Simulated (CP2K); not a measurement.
## Worked example: self-consistent single point of CaF₂ (Fm-3m, 3 atoms in the cell) in CP2K

Level of theory: CP2K with PBE, GPW, DZVP-MOLOPT-PBE-GTH basis, GTH-PBE potentials (POTENTIAL_UZH).

The input file:

```
&GLOBAL
  PROJECT scf
  RUN_TYPE ENERGY_FORCE
  PRINT_LEVEL MEDIUM
&END GLOBAL
&FORCE_EVAL
  METHOD Quickstep
  STRESS_TENSOR ANALYTICAL
  &DFT
    BASIS_SET_FILE_NAME BASIS_MOLOPT_UZH
    POTENTIAL_FILE_NAME POTENTIAL_UZH
    &QS
      METHOD GPW
      EPS_DEFAULT 1E-10
    &END QS
    &MGRID
      CUTOFF 550
      REL_CUTOFF 50
      NGRIDS 5
    &END MGRID
    &SCF
      SCF_GUESS ATOMIC
      EPS_SCF 1E-6
      MAX_SCF 100
      ADDED_MOS 5
      &DIAGONALIZATION
        ALGORITHM STANDARD
      &END DIAGONALIZATION
      &MIXING
        METHOD BROYDEN_MIXING
        ALPHA 0.4
        NBUFFER 10
        BETA 1
      &END MIXING
      &SMEAR ON
        METHOD FERMI_DIRAC
        ELECTRONIC_TEMPERATURE [K] 232.09
      &END SMEAR
    &END SCF
    &KPOINTS
      SCHEME MONKHORST-PACK 4 4 4
      GAMMA_CENTERED T
    &END KPOINTS
    &XC
      &XC_FUNCTIONAL PBE
      &END XC_FUNCTIONAL
    &END XC
    &PRINT
      &MO
        EIGENVALUES T
        OCCUPATION_NUMBERS T
        NDIGITS 8
        FILENAME mo
        &EACH
          QS_SCF 0
        &END EACH
        ADD_LAST NUMERIC
      &END MO
      &MULLIKEN ON
      &END MULLIKEN
    &END PRINT
  &END DFT
  &SUBSYS
    &CELL
      ABC 3.88010700 3.88010705 3.88010705
      ALPHA_BETA_GAMMA 59.99999953 59.99999191 59.99999190
      PERIODIC XYZ
    &END CELL
    &COORD
      Ca       0.00000000     0.00000000     0.00000000
      F        1.94005375     1.12009025     0.79202350
      F        5.82016125     3.36027075     2.37607050
    &END COORD
    &KIND Ca
      BASIS_SET DZVP-MOLOPT-PBE-GTH-q10
      POTENTIAL GTH-PBE-q10
    &END KIND
    &KIND F
      BASIS_SET DZVP-MOLOPT-PBE-GTH-q7
      POTENTIAL GTH-PBE-q7
    &END KIND
  &END SUBSYS
  &PRINT
    &FORCES ON
    &END FORCES
    &STRESS_TENSOR ON
    &END STRESS_TENSOR
  &END PRINT
&END FORCE_EVAL
```

The program printed (abridged):

```
 GLOBAL| Method name                                                        CP2K
 GLOBAL| Project name                                                        scf
 GLOBAL| Run type                                                   ENERGY_FORCE

 CELL| Volume [angstrom^3]:                                            41.306278
 CELL| Vector a [angstrom]:       3.880     0.000     0.000   |a| =     3.880107
 CELL| Vector b [angstrom]:       1.940     3.360     0.000   |b| =     3.880107
 CELL| Vector c [angstrom]:       1.940     1.120     3.168   |c| =     3.880107
 CELL| Angle (b,c), alpha [degree]:                                    60.000000
 CELL| Angle (a,c), beta  [degree]:                                    59.999992
 CELL| Angle (a,b), gamma [degree]:                                    59.999992
 CELL| Numerically orthorhombic:                                              NO
 CELL| Periodicity                                                           XYZ

 DFT| Spin restricted Kohn-Sham (RKS) calculation                            RKS
 DFT| Multiplicity                                                             1
 DFT| Number of spin states                                                    1
 DFT| Charge                                                                   0
 DFT| XC density smoothing                                                  NONE
 DFT| XC derivatives                                                          PW

 QS| Method:                                                                 GPW
 QS| Density plane wave grid type                        NON-SPHERICAL FULLSPACE
 QS| Number of grid levels:                                                    5
 QS| Density cutoff [a.u.]:                                                275.0
 QS| Multi grid cutoff [a.u.]: 1) grid level                               275.0
   [... lines left out ...]
 BRILLOUIN| Wavefunction type                                            COMPLEX
 BRILLOUIN| List of Kpoints [2 Pi/Bohr]                                       36
 BRILLOUIN| Number           Weight            X              Y              Z
 BRILLOUIN|     1           0.03125       -0.25000       -0.25000       -0.25000
 BRILLOUIN|     2           0.03125       -0.25000       -0.25000        0.00000
 BRILLOUIN|     3           0.03125       -0.25000       -0.25000        0.25000
   [... 33 lines left out ...]
 *******************************************************************************

 Extrapolation method: initial_guess

 Re-scaling the density matrix to get the right number of electrons
                  # Electrons              Trace(P)               Scaling factor
                           24                24.000                        1.000

 Number of electrons:                                                         24
 Number of occupied orbitals:                                                 12
 Number of molecular orbitals:                                                17

 Number of orbital functions:                                                 40
 Number of independent orbital functions:                                     40
 SCF WAVEFUNCTION OPTIMIZATION

  Step     Update method      Time    Convergence         Total energy    Change
     1 NoMix/Diag. 0.40E+00      -     1.70285534       -85.5505856787 -8.56E+01
     2 Broy./Diag. 0.40E+00      -     0.07982744       -82.9133589350  2.64E+00
     3 Broy./Diag. 0.40E+00      -     0.02075928       -85.0937734457 -2.18E+00
     4 Broy./Diag. 0.40E+00      -     0.00289831       -85.3968296375 -3.03E-01
     5 Broy./Diag. 0.40E+00      -     0.00485311       -85.4050683603 -8.24E-03
     6 Broy./Diag. 0.40E+00      -     0.00367183       -85.5179395094 -1.13E-01
     7 Broy./Diag. 0.40E+00      -     0.00024317       -85.4893408254  2.86E-02
     8 Broy./Diag. 0.40E+00      -     0.00023654       -85.4906285303 -1.29E-03
     9 Broy./Diag. 0.40E+00      -     0.00002502       -85.4899252234  7.03E-04
    10 Broy./Diag. 0.40E+00      -     0.00002454       -85.4900127751 -8.76E-05
    11 Broy./Diag. 0.40E+00      -     0.00000099       -85.4899416056  7.12E-05
  *** SCF run converged in    11 steps ***

  Electronic density on regular grids:        -23.9999999958        0.0000000042
  Core density on regular grids:               23.9999999994       -0.0000000006
  Total charge density on r-space grids:        0.0000000036
  Total charge density g-space grids:           0.0000000036

  Overlap energy of the core charge distribution:               0.00000000000000
  Self energy of the core charge distribution:               -206.12549311156059
  Core Hamiltonian energy:                                     54.52125025622875
  Hartree energy:                                              80.76147536390837
  Exchange-correlation energy:                                -14.64717411420529
  Electronic entropic energy:                                  -0.00000000000000
  Fermi energy:                                                 0.30360900214220

  Total energy:                                               -85.48994160562876
  Total energy (extrapolated to T->0):                        -85.48994160562876

                     Mulliken Population Analysis

 #  Atom  Element  Kind  Atomic population                           Net charge
       1     Ca       1          8.550626                              1.449374
       2     F        2          7.724687                             -0.724687
       3     F        2          7.724687                             -0.724687
 # Total charge                             24.000000                 -0.000000

 ENERGY| Total FORCE_EVAL ( QS ) energy [hartree]            -85.489939446069599

 FORCES| Atomic forces [hartree/bohr]
 FORCES|   Atom     x               y               z               |f|
 FORCES|      1  2.47089400E-11  1.06412031E-08 -2.16413848E-09   1.08590657E-08
 FORCES|      2  1.05869246E-06  6.16660919E-07  4.36927923E-07   1.30077147E-06
 FORCES|      3 -1.05887095E-06 -6.26699694E-07 -4.34913803E-07   1.30503265E-06
 FORCES| Sum    -1.53784338E-10  6.02428143E-10 -1.50018936E-10
 FORCES| Total atomic force                                       6.39589690E-10

 STRESS| Analytical stress tensor [bar]
 STRESS|                        x                   y                   z
 STRESS|      x        2.22463306057E+04   1.04091183533E+02   7.36036981611E+01
 STRESS|      y        1.04091183533E+02   2.21262970688E+04   4.26134657032E+01
 STRESS|      z        7.36036981611E+01   4.26134657032E+01   2.20961050977E+04
 STRESS| 1/3 Trace                                             2.21562442574E+04
```

The run converged in 11 iterations.

The starting cell has typed, rounded lattice constants, without a prior relaxation at this level. Its lattice was rescaled by up to half a per cent. Values carry the incompleteness of an atom-centred basis.
